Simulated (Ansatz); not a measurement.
This script drives Ansatz 0.2.0, Python API.

The script, `eos_hfo2.py`:
```python
"""Energy against volume for HfO2, with a fit."""

from dataclasses import dataclass

import ansatz as az
import numpy as np
from pymatgen.analysis.eos import EOS


@dataclass
class Options:
    xc: str = "pbesol"
    occupations: str = "fixed"
    cutoff_ev: int = 500
    kgrid: tuple[int, ...] = (4, 4, 6)


cfg = Options()

vectors0 = np.array([
    [4.81353, 0.0, 0.0],
    [0.0, 4.81353, 0.0],
    [0.0, 0.0, 3.20542],
])
sites = [
    ("Hf", (0.0, 0.0, 0.0)),
    ("Hf", (0.5, 0.5, 0.5)),
    ("O", (0.19496, 0.80504, 0.5)),
    ("O", (0.30504, 0.30504, 0.0)),
    ("O", (0.69496, 0.69496, 0.0)),
    ("O", (0.80504, 0.19496, 0.5)),
]


def crystal_on(cell):
    crystal = az.Crystal(lattice=az.Lattice.of(cell))
    for symbol, position in sites:
        crystal = crystal.atom(symbol, position)
    return crystal

# uniform scaling of the cell
volumes, energies, pressures = [], [], []
for scale in np.linspace(0.94, 1.06, 7):
    cell = vectors0 * scale ** (1 / 3)
    calc = (
        crystal_on(cell).calculation()
        .functional(cfg.xc)
        .occupations(cfg.occupations)
        .basis(cfg.cutoff_ev)
        .kpoints(*cfg.kgrid)
        .stress()
    )
    summary = calc.run(threads=1).report
    volumes.append(abs(np.linalg.det(cell)) / len(sites))
    energies.append(summary["free_energy_ev"] / len(sites))
    pressures.append(np.trace(summary["stress_gpa"]) / 3)
    print(f"V = {volumes[-1]:8.4f} A^3/atom  F = {energies[-1]:.5f} eV/atom  P = {pressures[-1]:8.3f} GPa")

for form in ["birch_murnaghan"]:
    fit = EOS(eos_name=form).fit(volumes, energies)
    print(f"{form:18s} V0 {fit.v0:8.4f} A^3/atom  B0 {fit.b0_GPa:7.1f} GPa  B1 {fit.b1:5.2f}")
```

It is started by `python eos_hfo2.py`. How long does it take on 1 thread of Arm Neoverse V2, with other jobs on the host, and how much memory does it need?

It took about 35 s, with a peak of 0.54 GiB, for 7 runs of the engine.

```console
$ python eos_hfo2.py
V =  11.6356 A^3/atom  F = -5574.99714 eV/atom  P =   18.539 GPa
V =  11.8832 A^3/atom  F = -5575.02096 eV/atom  P =   12.393 GPa
V =  12.1307 A^3/atom  F = -5575.03575 eV/atom  P =    6.853 GPa
V =  12.3783 A^3/atom  F = -5575.04241 eV/atom  P =    1.858 GPa
V =  12.6259 A^3/atom  F = -5575.04174 eV/atom  P =   -2.646 GPa
V =  12.8734 A^3/atom  F = -5575.03446 eV/atom  P =   -6.707 GPa
V =  13.1210 A^3/atom  F = -5575.02122 eV/atom  P =  -10.369 GPa
birch_murnaghan    V0  12.4773 A^3/atom  B0   229.2 GPa  B1  4.20
```

A third-order Birch-Murnaghan fit through the 7 points has its minimum at 12.48 Å³ an atom, 0.8 % above the typed cell, with a bulk modulus of 229 GPa and dB/dP = 4.2. From that minimum the energy rises by 45.8 meV an atom on the compressed side and 21.8 meV on the expanded side.

Absolute energies stand on the zero of these potentials, so only differences at equal settings mean something. Spin is left out of this run. Shape and fractional positions are held along the curve, so the bulk modulus is an upper value where they are free to relax. Pressure is positive in compression. Spin-orbit coupling, which matters for elements this heavy, is left out. The structure comes from a database of computed cells and needn't be a stable or known phase.
